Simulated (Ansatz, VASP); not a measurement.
# Y in VASP and in Ansatz

The input INCAR:

```
SYSTEM = Y
ALGO     = Fast           ! electronic algorithm
EDIFF    = 1E-6           ! SCF threshold, eV
ENCUT    = 520            ! plane-wave cutoff, eV
GGA      = PE             ! functional
ISIF     = 2              ! what is computed and relaxed
ISMEAR   = -1             ! smearing method
LASPH    = .TRUE.         ! aspherical terms in the spheres
LCHARG   = .TRUE.         ! write CHGCAR
LELF     = .TRUE.         ! ELF
LREAL    = .FALSE.        ! projectors in reciprocal space
LVHAR    = .TRUE.       
LWAVE    = .FALSE.        ! write WAVECAR
NBANDS   = 18             ! bands
NELM     = 100            ! most SCF steps
PREC     = Accurate       ! precision mode
SIGMA    = 0.05           ! smearing width, eV
```

KPOINTS

```
k-points
0
G
  8 8 5
  0 0 0
```

The input POSCAR:

```
Y
1.0
    3.6715556708      0.0000000000      0.0000000000
   -1.8357778354      3.1796604824      0.0000000000
    0.0000000000      0.0000000000      5.7685520994
Y
2
Direct
    0.6666666667      0.3333333333      0.7500000000
    0.3333333333      0.6666666667      0.2500000000
```

input.yaml

```yaml
crystal:
  lattice:
    - [3.6715556708, 0.0, 0.0]
    - [-1.8357778354, 3.1796604824, 0.0]
    - [0.0, 0.0, 5.7685520994]
  atoms:
    - { symbol: "Y", position: [0.6666666667, 0.3333333333, 0.75] }
    - { symbol: "Y", position: [0.3333333333, 0.6666666667, 0.25] }
kpoints:
  mp_grid: { grid: [8, 8, 5] }
scf:
  occupations: { method: fermi_dirac, width: 0.05 }
hamiltonian:
  xc: pbe
  pseudopotentials: { kind: all_electron, lapw: { basis_error: 0.0005 } }
output:
  forces: true
  stress: true
  eigenvalues: true
```

Change from the starting cell: volume scaled by 1.02.

Alike in both runs: task single point; functional PBE; k mesh 8 × 8 × 5; occupations fermi-dirac, width 0.05 eV; no spin polarisation.

|  | VASP | Ansatz |
| --- | --- | --- |
| version | VASP 6.6.1 | Ansatz 0.2.0 |
| potentials or method | VASP PAW PBE potentials, release 64 (Y_sv) | all-electron LAPW, scalar-relativistic |
| plane-wave cutoff (eV) | 520 | see its input |

Ansatz gave:

| Property | Result |
| --- | --- |
| gap on the k mesh at the Fermi level (eV) | none |
| pressure (GPa) | -0.9 |
| largest component of the traceless stress (GPa) | 0.28 |

Estimate VASP's values.

gap on the k mesh at the Fermi level (eV): none; pressure (GPa): -1.0; largest component of the traceless stress (GPa): 0.28.

A gap of «none» marks a metal or a gap that the smearing closes. Ansatz ran all-electron here, so the differences hold the error of VASP's frozen core and of both bases.
